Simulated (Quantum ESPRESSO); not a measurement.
Crystal: Pb.

```
Pb
1.0
     0.00000    2.47502    2.47502
     2.47502    0.00000    2.47502
     2.47502    2.47502    0.00000
Pb
1
Direct
  0.00000 0.00000 0.00000
```

Base run:

| Item | Value |
| --- | --- |
| Program | Quantum ESPRESSO 7.5 |
| Functional | PBE |
| Potentials or basis | PseudoDojo 0.4.1 SR PBE standard |
| Cutoff | 762 eV |
| Density cutoff | 3048 eV |
| k mesh | 9 × 9 × 9 |
| Occupations | fermi-dirac, width 0.05 eV |
| Spin | no spin polarisation |

Its results: band gap on the k mesh none (metal or under the smearing width); pressure 2.3 GPa.

Task: The run is repeated on the same cell with these changes: functional from PBE to PBEsol; potentials or basis from PseudoDojo 0.4.1 SR PBE standard to PseudoDojo 0.4.1 SR PBEsol standard. What comes out?

Result: Band gap on the k mesh none (metal or under the smearing width); pressure -0.6 GPa.

Caveats: spin-orbit coupling is left out, which moves the levels of the heavy elements.
